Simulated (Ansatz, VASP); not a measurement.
## AlNi: VASP beside Ansatz

File INCAR:

```
PREC     = Accurate       # precision mode
ENCUT    = 520            # plane-wave cutoff, eV
EDIFF    = 1E-6           # SCF threshold, eV
ISMEAR   = -1             # smearing method
SIGMA    = 0.05           # smearing width, eV
LREAL    = False          # projectors in reciprocal space
LASPH    = True           # aspherical terms in the spheres
NELM     = 150            # most SCF steps
ALGO     = Normal         # electronic algorithm
ISIF     = 2              # what is computed and relaxed
LWAVE    = False          # write WAVECAR
LCHARG   = False          # write CHGCAR
ISPIN    = 2              # spin polarisation
MAGMOM   = 1 0            # initial moments
LORBIT   = 11             # projections on sites
LMAXMIX  = 4              # l up to which the mixer works
GGA      = RE             # functional
NBANDS   = 18             # bands
```

KPOINTS

```
regular mesh
0
Gamma
  9 9 9
```

POSCAR

```
AlNi
1.0
    2.8810000000      0.0000000000      0.0000000000
    0.0000000000      2.8810000000      0.0000000000
    0.0000000000      0.0000000000      2.8810000000
Ni Al
1 1
Direct
    0.5000000000      0.5000000000      0.5000000000
    0.0000000000      0.0000000000      0.0000000000
```

File input.yaml:

```yaml
crystal:
  lattice:
    - [2.881, 0.0, 0.0]
    - [0.0, 2.881, 0.0]
    - [0.0, 0.0, 2.881]
  atoms:
    - { symbol: Ni, position: [0.5, 0.5, 0.5], spin: 1.0 }
    - { symbol: Al, position: [0.0, 0.0, 0.0] }
kpoints:
  mp_grid: { grid: [9, 9, 9] }
  band_path:
    path:
      - [0.0, 0.0, 0.0]
      - [0.0, 0.5, 0.0]
      - [0.5, 0.5, 0.0]
      - [0.0, 0.0, 0.0]
      - [0.5, 0.5, 0.5]
      - [0.0, 0.5, 0.0]
    npoints: 10
scf:
  occupations: { method: fermi_dirac, width: 0.05 }
hamiltonian:
  xc: revpbe
  pseudopotentials: { kind: all_electron, lapw: { basis_error: 0.001 } }
magnetization:
  spin_polarized: true
output:
  forces: true
  stress: true
  eigenvalues: true
```

Alike in both runs: functional revPBE; k mesh 9 × 9 × 9; occupations fermi-dirac, width 0.05 eV; collinear spin.

|  | VASP | Ansatz |
| --- | --- | --- |
| version | VASP 6.6.1 | Ansatz 0.2.0 |
| potentials or method | VASP PAW PBE potentials, release 64 (Ni, Al) | all-electron LAPW, scalar-relativistic |
| plane-wave cutoff (eV) | 520 | see its input |
| task | single point | band structure |

```csv
,VASP,Ansatz,Ansatz less VASP
gap on the k mesh at the Fermi level (eV),none,none,-
pressure (GPa),4.7,4.8,+0.12
net moment per atom (μB),0.00,0.00,0.000
```

A gap of «none» marks a metal or a gap that the smearing closes. Ansatz ran all-electron here, so the differences hold the error of VASP's frozen core and of both bases.

Caveats: the PAW data sets were made with another functional, which shifts forces and pressure a little (VASP); the starting moments weren't kept (Ansatz).
